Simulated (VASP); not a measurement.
**Sb: single point with PBE**

The system is Sb.

```
Sb
1.0
    -0.13718   -2.23795   -2.05148
    -0.23300    2.67051   -2.48404
     4.78348   -0.09582    0.37017
Sb
2
Direct
  0.50277 0.50317 0.50145
  0.99723 0.99683 0.99855
```

This isn't the form of Sb at room conditions, which is rhombohedral.

The cell isn't the ideal one: cell sheared at random, sigma 0.06, atoms nudged by 0.01 Å.

* Program: VASP 6.6.1
* Task: single point
* Functional: PBE
* Potentials or basis: VASP PAW PBE potentials, release 64 (Sb)
* Cutoff: 520 eV
* k mesh: 9 × 7 × 6
* Occupations: fermi-dirac, width 0.05 eV
* Spin: no spin polarisation
* Further INCAR settings: ALGO = Normal; EDIFF = 1e-07; NBANDS = 12

| Property | Result |
| --- | --- |
| Pressure | 5.9 GPa |
| Largest force | 0.056 eV/Å |
| Band gap on the k mesh | none (metal or under the smearing width) |

Forces on the atoms (eV/Å):
```
Sb  -0.051 -0.023  0.009
Sb   0.051  0.023 -0.009
```

Stress tensor (GPa, compression positive):
```
 4.65  3.72 -2.82
 3.72  6.18  2.92
-2.82  2.92  6.96
```

Levels at points of the mesh, in eV from the Fermi level:
```
           k point  band 1  band 2  band 3  band 4  band 5  band 6  band 7  band 8  band 9  band 10
(0.00, 0.00, 0.00)  -13.23   -7.78   -5.28   -1.14    2.32    3.10    3.16    6.11    6.67     6.95
(0.00, 0.00, 0.50)  -11.64  -11.53   -0.09   -0.01    0.73    0.89    4.54    4.56    6.08     6.11
```

Run time: 29 s on 1 thread of Intel(R) Xeon(R) Platinum 8559C (Emerald Rapids) (shared host), peak memory 0.23 GiB.

Spin-orbit coupling is left out, which matters for the levels of Sb.
